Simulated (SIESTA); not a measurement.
MnS under changes of volume

One of the cells (17.667 Å³/atom); the others are scaled copies at fixed shape and fractional positions:

```
Mn S
1.0
     0.00000    2.60450    2.60450
     2.60450    0.00000    2.60450
     2.60450    2.60450    0.00000
Mn S
1 1
Direct
  0.00000 0.00000 0.00000
  0.50000 0.50000 0.50000
```

```yaml
Program: SIESTA 5.4.2
Functional: LDA
Potentials_or_basis: PseudoDojo 0.4 standard (LDA files)
Basis: DZP (energy shift 0.003 Ry; two zetas on semicore shells)
Grid_cutoff: 800 Ry
Energy_shift: 0.003 Ry
k_mesh: 7 × 7 × 7
Occupations: fermi-dirac, width 0.05 eV
Spin: collinear spin, ferromagnetic start
Starting_moments: "[4.0, 0.0] μB"
```

```tsv
volume (Å³/atom)	energy over the lowest point (meV/atom)	pressure (GPa)	moment (μB per cell)
16.607	0.00	-8.0	4.46
16.961	?	?	?
17.314	38.19	-9.9	4.58
17.667	60.72	-10.7	4.62
18.021	84.97	-11.4	4.66
18.374	110.71	-12.1	4.70
18.727	137.96	-12.7	4.73
```

Question: What does the run at 16.961 Å³/atom give?

Answer: Energy over the lowest point 17.88 meV/atom; pressure -8.8 GPa; moment 4.54 μB per cell.

Worked out: A Birch-Murnaghan fit of order 3 (a polynomial in V^(-2/3)) to the other rows has no minimum within the range. It gives 17.93 meV/atom at 16.961 Å³/atom, against the run's 17.88, and -dE/dV = -8.7 GPa, against -8.8. A parabola through the other rows of the moment, of slope 0.16 μB per Å³/atom there, gives 4.52 μB, against the run's 4.54.

Energies are extrapolated to zero smearing.

Caveats: short orbitals over semicore shells can move pressures by several GPa; the basis of atomic orbitals isn't converged, which shifts pressures, moduli and gaps; a cell with one magnetic atom can't hold antiferromagnetic order, which such compounds often take.
